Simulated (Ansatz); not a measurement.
# ZrS2: the cost of one run

Program: Ansatz 0.2.0. Level of theory: DFT r2SCAN, scalar-relativistic, plane waves, PAW. These are calculated values, not measurements.

2 further runs of the same task are left out: 2 set aside as unsound or not needed.

**1. The starting structure**

It takes space group P-3m1 (No. 164, trigonal). Conventional cell: a = 3.635 Å, b = 3.635 Å, c = 5.720 Å, α = 90.00°, β = 90.00°, γ = 120.00°. Around Zr (site symmetry -3m) lie 6 S at 2.56 Å. S (site symmetry 3m) is surrounded by 3 Zr at 2.56 Å.

Coordinates:

```
Zr S
1.0
     3.63511    0.00000    0.00000
    -1.81755    3.14810    0.00000
     0.00000    0.00000    5.72040
Zr S
1 2
Direct
  0.00000 0.00000 0.00000
  0.66667 0.33333 0.74473
  0.33333 0.66667 0.25527
```

It goes back to an entry of the Materials Project.

It is the result of an earlier relaxation at this level (volume 21.82 Å³/atom; gap on the mesh: 0.70 eV).

**2. Level of theory: r2SCAN**

The input, input.yaml:

```yaml
crystal:
  lattice:
    - [3.6351095481, 0.0, 0.0]
    - [-1.817554774, 3.1480972142, 0.0]
    - [0.0, 0.0, 5.7204026337]
  atoms:
    - { symbol: Zr, position: [0.0, 0.0, 0.0] }
    - { symbol: S, position: [0.6666666667, 0.3333333333, 0.7447288748] }
    - { symbol: S, position: [0.3333333333, 0.6666666667, 0.2552711252] }
basis:
  ecutwfc: 500
kpoints:
  mp_grid: { grid: [9, 9, 6] }
  band_path:
    path:
      - [[0.0, 0.0, 0.0], [0.5, 0.0, 0.0], [0.33333333, 0.33333333, 0.0], [0.0, 0.0, 0.0], [0.0, 0.0, 0.5], [0.5, 0.0, 0.5], [0.33333333, 0.33333333, 0.5], [0.0, 0.0, 0.5]]
      - [[0.5, 0.0, 0.5], [0.5, 0.0, 0.0]]
      - [[0.33333333, 0.33333333, 0.5], [0.33333333, 0.33333333, 0.0]]
    npoints: 14
hamiltonian:
  xc: r2scan
scf:
  occupations: { method: gaussian, width: 0.02 }
  n_extra_bands: 7
output:
  forces: true
  stress: true
  eigenvalues: true
  populations: true
  dos: { projected: true, de: 0.02, nscf_kmesh: { grid: [14, 14, 9] } }
  bader: true
  write_density: true
  write_potential: true
  elf: true
  volumetric_format: npy
```

Started as:

```
$ ansatz run input.yaml --threads 2 --pin off --max-ram 5120MiB --backend cpu --events-out ev --progress --plain --runs-dir out
```

**Question.** How long does this run take on 2 threads of Arm Neoverse V2, shared host, and how much memory does it need?

About 22 s, with a peak of 0.51 GiB.
